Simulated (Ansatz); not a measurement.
Set up this calculation in Ansatz 0.2.0, as the native input.

```yaml
Task: band structure
Functional: PBEsol
Potentials_or_basis: Ansatz PAW
Cutoff: "420 eV (not typed: the program's choice for these potentials)"
k_mesh: 10 × 10 × 10
Occupations: fermi-dirac, width 0.05 eV
Spin: collinear spin, ferromagnetic start
Starting_moments: "[4.0, 0.0] μB"
Hubbard_terms: Mn d U = 5 eV
Path: "[[\"G\", \"X\", \"W\", \"K\", \"G\", \"L\", \"U\", \"W\", \"L\", \"K\"], [\"U\", \"X\"]]"
Points_for_each_segment_of_the_path: 14
Hubbard_projectors: ortho-atomic (the default)
Double_counting: fll (the default)
```

Crystal: MnO.

```xyz
2
Lattice="0.0000 2.2239 2.2239 2.2239 0.0000 2.2239 2.2239 2.2239 0.0000" Properties=species:S:1:pos:R:3 pbc="T T T"
Mn    0.0000    0.0000    0.0000
O     2.2239    2.2239    2.2239
```

The cell is a database's computed one.

One way to write it, as run:

input.yaml

```yaml
crystal:
  lattice:
    - [0.0, 2.2239077028, 2.2239077028]
    - [2.2239077028, 0.0, 2.2239077028]
    - [2.2239077028, 2.2239077028, 0.0]
  atoms:
    - { symbol: Mn, position: [0.0, 0.0, 0.0], spin: 4.0 }
    - { symbol: O, position: [0.5, 0.5, 0.5] }
hamiltonian:
  xc: pbesol
  pseudopotentials: { kind: paw }
  hubbard: { sites: [{ species: Mn, l: d, u_eff: 5.0 }] }
magnetization:
  spin_polarized: true
kpoints:
  mp_grid: { grid: [10, 10, 10] }
  band_path:
    path:
      - [[0.0, 0.0, 0.0], [0.5, 0.0, 0.5], [0.5, 0.25, 0.75], [0.375, 0.375, 0.75], [0.0, 0.0, 0.0], [0.5, 0.5, 0.5], [0.625, 0.25, 0.625], [0.5, 0.25, 0.75], [0.5, 0.5, 0.5], [0.375, 0.375, 0.75]]
      - [[0.625, 0.25, 0.625], [0.5, 0.0, 0.5]]
    npoints: 14
scf:
  occupations: { method: fermi_dirac, width: 0.05 }
  n_extra_bands: 6
output:
  forces: true
  stress: true
  eigenvalues: true
  fatbands: false
```

Potentials or basis: Ansatz PAW.

Launch:

```bash
$ ansatz run input.yaml --threads 2 --pin off --max-ram 5632MiB --backend cpu --events-out ev --progress --plain --runs-dir out
```

It gave:

| Quantity | Value |
| --- | --- |
| Pressure | 3.9 GPa |
| Band gap on the k mesh | 0.18 eV, indirect (least direct gap 2.45 eV) |
| Band gap along the path | 0.18 eV, indirect (least direct gap 2.45 eV) |
| Net moment | 5.00 μB per cell |
| Absolute moment | 5.00 μB per cell |
| Site moments | Mn +4.29; O +0.16 μB |

Caveat: the magnetic or orbital state may not be the lowest; the pressure holds a Pulay correction of +0.6 GPa for the finite cutoff; a cell with one magnetic atom can't hold antiferromagnetic order, which such compounds often take; the PAW data sets come from PBE, with cores solved anew for the run's functional, which leaves a small shift of forces and pressure.

Wall time 3.3 s on 2 threads of Arm Neoverse V2, on a shared host, peak memory 0.32 GiB.
